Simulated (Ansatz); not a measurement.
A series in volume scale on MnO

Periodic Kohn-Sham DFT of a crystal at fixed atoms, scaled to volume_scale times the given cell; pressure positive in compression, energy less spherical unpolarised free atoms, largest_vzz the field gradient of largest size among the nuclei. The results are calculated, by Ansatz 0.2.0.

The cell before it is scaled or strained (space group Fm-3m, No. 225):
```
cell vectors (Å)
   0.0000     2.2220     2.2220
   2.2220     0.0000     2.2220
   2.2220     2.2220     0.0000
atoms (fractions of the cell vectors)
Mn  0.00000  0.00000  0.00000
O   0.50000  0.50000  0.50000
```

Settings of every row: method frozen-core PAW; functional PBE; relativity scalar; k mesh 16x16x16; filling fermi-dirac; smearing width 0.05 eV; wave cutoff 420 eV; paw set soft_2.

Atom:
| element | start moment (bohr magneton) |
| --- | --- |
| Mn | 4 |
| O | 0 |

Limits: semilocal functional can close the gap of open d or f salts; with one magnetic atom in the cell only parallel moments are possible.

| row | volume scale | V (Å³/atom) | pressure (GPa) | cell moment (bohr magneton) |
| --- | --- | --- | --- | --- |
| 1 | 0.94 | 10.312 | 7.179 | 4.586 |
| 2 | 0.96 | 10.532 | 4.373 | 4.642 |
| 3 | 0.98 | 10.751 | 2.016 | 4.704 |
| 4 | 0.99 | 10.861 | 0.929 | 4.734 |
| 5 | 1 | 10.971 | -0.143 | 4.761 |
| 6 | 1.01 | 11.08 | ? | ? |
| 7 | 1.02 | 11.19 | -2.228 | 4.809 |
| 8 | 1.04 | 11.409 | -4.228 | 4.848 |
| 9 | 1.06 | 11.629 | -6.019 | 4.886 |

Question: what pressure and cell moment should row 6 give?

Worked fit of pressure. Take u = (V_r/V)^(2/3) − 1 with V_r = 10.916 Å³ an atom, which is twice the finite (Eulerian) strain; such expansions in the strain, on which the Birch-Murnaghan equation of state is built, carry the rest volume and the bulk modulus. The shown rows have u = 0.03868, 0.02416, 0.01021, 0.00337, -0.00334, -0.01639, -0.02902, -0.0413. Least squares give pressure = 0.3508 + 164.637 × u + 262.07 × u² GPa; a straight line predicts inner rows, each left out in turn, worse (root mean square 0.13 against 0.077 GPa). The rows lie off it by 0.068, -0.108, -0.043, 0.020, 0.053, 0.049, -0.022, -0.017 (root mean square 0.055 GPa). The pressure vanishes at u = -0.0021, or V = 10.95 Å³ an atom, and there the bulk modulus at fixed shape and fractions is B = −V dP/dV = (2/3)(1 + u) dP/du = 109 GPa. The withheld row has u = -0.00989, so the fit gives 0.3508 + 164.637 × (-0.00989) + 262.07 × (-0.00989)² = -1.252 GPa.

The calculation gave -1.193 GPa. The fit lies 0.059 GPa (4.9 % of the value, 0.45 % of the column's range) below it; its largest miss of a shown row is 0.108 GPa.

Worked fit of cell moment. Take t = volume scale − 1. The shown rows have t = -0.06, -0.04, -0.02, -0.01, 0, 0.02, 0.04, 0.06. Least squares give cell moment = 4.7589 + 2.529 × t − 6.75 × t² bohr magneton; a straight line predicts inner rows, each left out in turn, worse (root mean square 0.0095 against 0.0034 bohr magneton). The rows lie off it by 0.003, -0.005, -0.002, 0.001, 0.002, 0.002, -0.001, 0.000 (root mean square 0.0024 bohr magneton). The withheld row has t = 0.01, so the fit gives 4.7589 + 2.529 × (0.01) − 6.75 × (0.01)² = 4.784 bohr magneton.

The calculation gave 4.787 bohr magneton. The fit lies 0.003 bohr magneton (1 % of the column's range) below it; its largest miss of a shown row is 0.005 bohr magneton.
